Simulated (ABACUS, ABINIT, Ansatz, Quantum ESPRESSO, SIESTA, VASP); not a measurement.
# One calculation of Na2S, 6 ways

```
CELL_PARAMETERS angstrom
0.00000 3.27350 3.27350
3.27350 0.00000 3.27350
3.27350 3.27350 0.00000
ATOMIC_POSITIONS crystal
S 0.00000 0.00000 0.00000
Na 0.75000 0.75000 0.75000
Na 0.25000 0.25000 0.25000
```

Alike in all runs: task single point; functional PBE; k mesh 7 × 7 × 7; occupations fermi-dirac, width 0.05 eV; no spin polarisation; no spin-orbit coupling. Pressure is positive in compression and, in plane waves, holds the error of the finite cutoff.

| program and potentials | plane-wave cutoff (eV) | notes | pressure (GPa) |
| --- | --- | --- | --- |
| SIESTA, files PseudoDojo sr-pbe-0.4.1-standard, DZP (energy shift 0.003 Ry; two zetas on semicore shells) | - | atomic basis; 8 valence electrons an atom on average | 0.76 |
| ABINIT, JTH PAW PBE v2.0 | 1088 | 8 valence electrons an atom on average | 0.45 |
| Quantum ESPRESSO, SSSP 1.3 efficiency PBE | 748 | 8 valence electrons an atom on average | 0.39 |
| VASP, PBE PAW files Na_pv, S, 520 eV | 520 | 6.67 valence electrons an atom on average | 0.30 |
| Ansatz, all-electron LAPW, scalar-relativistic | - | - | 0.29 |
| ABACUS, PseudoDojo NC SR 0.4.1 PBE standard, plane waves | 1211 | 8 valence electrons an atom on average | 0.31 |

The pressure spans 0.29 (Ansatz, all-electron LAPW, scalar-relativistic) to 0.76 GPa (SIESTA, files PseudoDojo sr-pbe-0.4.1-standard, DZP (energy shift 0.003 Ry; two zetas on semicore shells)), with all-electron results at 0.29. Rows in atomic bases carry the error of their basis and grid, which can be large.

Differences between rows come from potentials, basis sets and numerical settings, since the functional is the same but for its coding. Runs on potential files found faulty are left out.
